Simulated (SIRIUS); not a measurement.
This SIRIUS 7.10.0 run on MgB2 needs a look.

File sirius.json:

```json
{
  "control": {
    "processing_unit": "cpu",
    "verbosity": 2,
    "num_bands_to_print": 25,
    "print_forces": true,
    "print_stress": true
  },
  "parameters": {
    "electronic_structure_method": "pseudopotential",
    "xc_functionals": ["XC_LDA_X", "XC_LDA_C_PW"],
    "gk_cutoff": 9.2,
    "pw_cutoff": 18.4,
    "ngridk": [7, 7, 7],
    "shiftk": [0, 0, 0],
    "smearing": "fermi_dirac",
    "smearing_width": 0.0018374661,
    "num_bands": 25,
    "num_mag_dims": 0,
    "num_dft_iter": 60,
    "energy_tol": 1e-08,
    "density_tol": 1e-06
  },
  "iterative_solver": {
    "type": "davidson",
    "min_tolerance": 1e-09,
    "tolerance_scale": [0.1, 0.25]
  },
  "mixer": {
    "type": "anderson",
    "beta": 0.7,
    "max_history": 8
  },
  "settings": {
    "tol_ne": 1e-10,
    "pseudo_grid_cutoff": 6.5
  },
  "unit_cell": {
    "lattice_vectors": [
      [0.0, 5.657159715725, 5.657159715725],
      [5.657159715725, 0.0, 5.657159715725],
      [5.657159715725, 5.657159715725, 0.0]
    ],
    "atom_coordinate_units": "lattice",
    "atom_types": ["Mg", "B"],
    "atom_files": {
      "B": "B.json",
      "Mg": "Mg.pbe.json"
    },
    "atoms": {
      "Mg": [
        [0.0, 0.0, 0.0],
        [0.25, 0.25, 0.25]
      ],
      "B": [
        [0.625, 0.125, 0.625],
        [0.625, 0.625, 0.125],
        [0.125, 0.625, 0.625],
        [0.625, 0.625, 0.625]
      ]
    }
  }
}
```

Potentials or basis: PseudoDojo 0.4.1 PBE standard (scalar relativistic).

Command:

```sh
$ upf_to_json B.upf
$ upf_to_json Mg.upf
$ OMP_NUM_THREADS=1 sirius.scf --input=sirius.json --output=out.json --task=0
```

Output:

```text
Exception in function "read_json_from_file" at src/core/json.hpp:60
file Mg.pbe.json can't be opened
--------------------------------------------------------------------------
MPI_ABORT was invoked on rank 0 in communicator MPI_COMM_WORLD
  Errorcode: -1

NOTE: invoking MPI_ABORT causes Open MPI to kill all MPI processes.
You may or may not see output from other processes, depending on
exactly when Open MPI kills them.
--------------------------------------------------------------------------
```

Task: How did it end, and where is the flaw?

Result: The input was rejected before any iteration. The input holds a flaw that was put in on purpose: potential file missing (unit_cell.atom_files.Mg = Mg.pbe.json).

A sound run on the same cell differs in these lines of the main input:
```diff
@@ -20 +20 @@
-    "num_dft_iter": 60,
+    "num_dft_iter": 100,
@@ -48 +48 @@
-      "Mg": "Mg.pbe.json"
+      "Mg": "Mg.json"
```
